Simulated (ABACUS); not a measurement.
**InPd in ABACUS: the effect of functional**

The system is InPd.

```
In Pd
1.0
     3.27188    0.00000    0.00000
     0.00000    3.27188    0.00000
     0.00000    0.00000    3.27188
In Pd
1 1
Direct
  0.00000 0.00000 0.00000
  0.50000 0.50000 0.50000
```

The cell comes from a database or a generator and needn't be the stable form of this composition.

Alike in all runs:

* Program: ABACUS 3.10.1
* Task: single point
* Potentials or basis: SG15 ONCV 1.2 PBE
* Cutoff: 1361 eV
* Density cutoff: 5442 eV
* Basis: DZP LCAO (the cutoffs set its grid)
* k mesh: 6 × 6 × 6
* Occupations: fermi-dirac, width 0.05 eV
* Spin: no spin polarisation

| functional | pressure (GPa) |
| --- | --- |
| LDA | -4.5 |
| PBE | 6.7 |
| PBEsol | 0.2 |
| BLYP | ? |
| revPBE | 9.5 |
| TPSS | 2.0 |
| r2SCAN | -0.2 |

Q: What does the run with functional BLYP give?

A: Pressure 13.4 GPa.

Caveats: the atomic orbitals were generated for these runs and aren't a published set; the basis of atomic orbitals isn't converged, which shifts pressures, moduli and gaps; the potentials were made for another functional, which shifts forces and pressure (some runs).
